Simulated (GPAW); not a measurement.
The system is V.

```
CELL_PARAMETERS angstrom
2.60429 0.00000 0.00000
-1.30215 2.25538 0.00000
0.00000 0.00000 4.72334
ATOMIC_POSITIONS crystal
V 0.33333 0.66667 0.25000
V 0.66667 0.33333 0.75000
```

This isn't the form of V at room conditions, which is bcc.

Base run:

```yaml
Program: GPAW 26.7.0
Functional: PBEsol
Potentials_or_basis: PAW data sets generated in the run's folder for this functional
Cutoff: 600 eV
Basis: pw
k_mesh: 9 × 9 × 4
Occupations: fermi-dirac, width 0.05 eV
Spin: collinear spin, ferromagnetic start
Starting_moments: "[2.0, 2.0] μB"
Hubbard_terms: V d U = 2 eV
```

Its results: pressure -0.8 GPa; net moment 0.92 μB per cell.

**Question.** The run is repeated on the same cell with these changes: hubbard terms from V d U = 2 eV to V d U = 1 eV. What comes out?

**Answer.** Pressure -3.9 GPa; net moment 0.00 μB per cell.

Caveats: the U is typed as a test and isn't derived for this compound.

Not every run made on this cell is shown here.
